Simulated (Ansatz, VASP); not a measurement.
# InAs in two plane-wave programs, part 2 of 2

Wanted: the spread between two codes on one cell, functional and k mesh. The structure shown is the end of the Ansatz relaxation below.

VASP 6.6.1 and Ansatz 0.2.0.

So far: The structure; Ansatz: relaxation, LDA; VASP: single point, LDA, pair 1; Comparison; VASP: single point, LDA, pair 2.

**6. VASP: single point, LDA, pair 2 (continued)**

Level of this step: LDA; plane waves and PAW (As, In_d) (VASP).

Numbers of over 12 decimals in the logs are rounded to 6 here.

Parts of OUTCAR (step 6):

```text
  Total        0.0559812      0.0559812      0.6548170      0.0000000      0.0000000      0.0000000
  in kB        1.6575218      1.6575218     19.3881639      0.0000000      0.0000000      0.0000000
  external PRESSURE =       7.5677359 kB  Pullay stress =       0.0000000 kB

 POSITION                                       TOTAL-FORCE (eV/Angst)
 -----------------------------------------------------------------------------------
      4.58769      4.58769      4.33859         0.000000      0.000000     -0.000000
      0.00000      0.00000      0.00000        -0.000000     -0.000000      0.000000
 -----------------------------------------------------------------------------------
    total drift:                               -0.000000     -0.000000      0.000001

  FREE ENERGIE OF THE ION-ELECTRON SYSTEM (eV)
  ---------------------------------------------------
  free  energy   TOTEN  =        -9.0160507686 eV

  energy  without entropy=       -9.0164741943  energy(sigma->0) =       -9.01619191

[... 1 part as in an earlier step ...]

[... 2 further parts left out ...]
[key lines of the parts left out:]
E-fermi :   4.6460
```

The run ends at a pressure of 0.76 GPa.

**7. Side by side**

What differs besides the data sets and the points named for the pairs above, as far as they apply: the data sets hold 28 valence electrons in Ansatz (on its PAW soft_1 files) and 18 in VASP. Total energies have different zeros and are not compared.

Compared:

```
      quantity  Ansatz  VASP  difference
pressure (GPa)    0.59  0.76       -0.16
```

**8. Ansatz: relaxation, LDA**

This run makes the geometry at which the two programs are then compared. The cell compared in this pair holds 54.55 Å³, against 54.11 Å³ for the pair before.

The structure compared here is the end of the Ansatz relaxation.

input.yaml reads:

```yaml
crystal:
  lattice:
    - [0.0, 3.0129116597, 2.9827825431]
    - [3.0129116597, 0.0, 2.9827825431]
    - [3.0129116597, 3.0129116597, 0.0]
  atoms:
    - { symbol: As, position: [0.75, 0.75, 0.75] }
    - { symbol: In, position: [0.0, 0.0, 0.0] }
  conventional_axes: [[-1, 1, 1], [1, -1, 1], [1, 1, -1]]
kpoints:
  mp_grid: { grid: [12, 12, 12] }
hamiltonian:
  xc: lda
  pseudopotentials: { kind: paw, azcp: { folder: soft_1 }, xc_functional: pbe }
scf:
  occupations: { method: methfessel_paxton, width: 0.2 }
output:
  forces: true
  stress: true
  eigenvalues: true
relax:
  adjacent_minimum: "off"
  f_tol: 0.001
  max_steps: 60
  cell: { stress_tol: 0.01, fix: [c, angles] }
```

On the command line:

```bash
ansatz run input.yaml --threads 4 --pin off --max-ram 10240MiB --backend cpu --events-out ev --progress --plain --runs-dir out
```

The program printed:

```text
[...]
Crystal: 2 atoms, lattice volume = 54.153 Å³
Basis set: ecut = 420 eV, 1065 PW (Γ)
Bands: 18, of which v1, the nominal top of the filled ones, is band 14 counted from 1 (13 counted from 0)
Symmetry: 8 space group operations
[...]
k-points: 163 of 1728 (time reversal used)
[...]
k-point 162: bands = [... 10 lower, -2.3875, 1.6091, 5.0999, 5.0999, 8.8999, 9.4117, 16.6905, 16.7632]
--- Relaxed structure (3 steps of the walk, 3 accepted, 1 SCFs on fresh bases) ---
[...]
cell:  # Å, volume = 54.5505 Å³
    - [0, 3.023944, 2.9827825431]
    - [3.023944, 0, 2.9827825431]
    - [3.023944, 3.023944, 0]
  atoms:
    - { symbol: As, position: [0.750000, 0.750000, 0.750000] }
    - { symbol: In, position: [0, 0, 0] }
[key lines of the parts left out:]
SCF converged after 5 iterations
Free energy (F): -10231.301341 eV
Fermi energy:    7.581682 eV
P = ⅓ Tr σ = 0.1591 GPa (1.591 kbar)
```

**9. VASP: single point, LDA, pair 3**

The same cell, functional (in two slightly different forms), mesh and smearing now go to VASP, with its own data sets.

INCAR reads:

```
SYSTEM = InAs
PREC = Accurate
ENCUT = 500
EDIFF = 1E-06
NELM = 120
ISMEAR = 1
SIGMA = 0.2
LREAL = .FALSE.
ALGO = Normal
GGA = CA
NBANDS = 15
LORBIT = 11
LWAVE = .FALSE.
LCHARG = .FALSE.
ISIF = 2
LASPH = .TRUE.
GGA_COMPAT = .FALSE.
KPAR = 2
```

POSCAR reads:

```
InAs
1.0
    0.0000000000      3.0239435053      2.9827825431
    3.0239435053      0.0000000000      2.9827825431
    3.0239435053      3.0239435053      0.0000000000
As In
1 1
Direct
    0.7500000000      0.7500000000      0.7500000000
    0.0000000000      0.0000000000      0.0000000000
```

KPOINTS reads:

```
Automatic mesh
0
Gamma
12 12 12
0 0 0
```

PAW data sets: As and In_d (LDA family, release 64).

On the command line:

```bash
mpirun -np 2 vasp_std
```

The program printed:

```text
[... set-up lines as in an earlier step ...]
 entering main loop
       N       E                     dE             d eps       ncg     rms          rms(c)
DAV:   1     0.113478406817E+03    0.11348E+03   -0.82433E+03  4898   0.127E+03
DAV:   2    -0.141519456244E+01   -0.11489E+03   -0.11063E+03  5247   0.306E+02
DAV:   3    -0.913597935256E+01   -0.77208E+01   -0.76597E+01  6381   0.799E+01
DAV:   4    -0.933786944138E+01   -0.20189E+00   -0.20184E+00  5758   0.144E+01
[...]
DAV:  11    -0.902856214027E+01   -0.34695E-05   -0.35557E-05  7571   0.117E-01    0.483E-02
DAV:  12    -0.902855978529E+01    0.23550E-05   -0.49107E-06  6177   0.302E-02    0.650E-03
DAV:  13    -0.902855983164E+01   -0.46352E-07   -0.69123E-07  3607   0.518E-03
   1 F= -.90285598E+01 E0= -.90286941E+01  d E =0.402856E-03
```

OUTCAR, selected parts (step 9):

```text
  Total        0.0531268      0.0531268      0.2153699      0.0000000      0.0000000      0.0000000
  in kB        1.5603627      1.5603627      6.3255275      0.0000000      0.0000000      0.0000000
  external PRESSURE =       3.1487510 kB  Pullay stress =       0.0000000 kB

 POSITION                                       TOTAL-FORCE (eV/Angst)
 -----------------------------------------------------------------------------------
      4.53592      4.53592      4.47417         0.000000      0.000000      0.000000
      0.00000      0.00000      0.00000        -0.000000     -0.000000     -0.000000
 -----------------------------------------------------------------------------------
    total drift:                                0.000000      0.000000     -0.000000

  FREE ENERGIE OF THE ION-ELECTRON SYSTEM (eV)
  ---------------------------------------------------
  free  energy   TOTEN  =        -9.0285598316 eV

  energy  without entropy=       -9.0289626873  energy(sigma->0) =       -9.02869412

[... 1 part as in an earlier step ...]

[... 2 further parts left out ...]
[key lines of the parts left out:]
E-fermi :   4.5198
```

The run ends at a pressure of 0.31 GPa.

**10. Differences**

What differs besides the data sets and the points named for the pairs above, as far as they apply: the data sets hold 28 valence electrons in Ansatz (on its PAW soft_1 files) and 18 in VASP. Total energies have different zeros and are not compared.

Both answers:

| quantity | Ansatz | VASP | difference |
| --- | --- | --- | --- |
| pressure (GPa) | 0.16 | 0.31 | -0.16 |

Our record labels this cell a metal in Ansatz alone; each run is judged by its own test, so with a small gap or wide smearing the label says little about the levels.

**11. What came out**

```
difference in pressure (single point, LDA, pair 1) : -0.16 GPa
difference in pressure (single point, LDA, pair 2) : -0.16 GPa
difference in pressure (single point, LDA, pair 3) : -0.16 GPa
```

What this shows: The difference in pressure is -0.16 GPa (single point, LDA, pair 2), within the 1 GPa picked in this series as the mark of a large difference. The data sets hold unlike numbers of valence electrons (28 in Ansatz and 18 in VASP), so part of the differences comes from the potentials. 5 further runs of this series are not shown here. How closely two codes agree says nothing of how well the functional describes the real material.

[Lines on the potential files, build, host, timing and source positions are cut from VASP's logs without a mark.]

[Logs are printed without paths, hosts, clocks, repeated set-up lines and the standing remarks that a program may print on its own settings, such as how far it seeks lower states.]

[Hosts, paths, dates, database ids (printed as entryN), source tags and the programs' standing remarks are cut or masked in the printed files.]
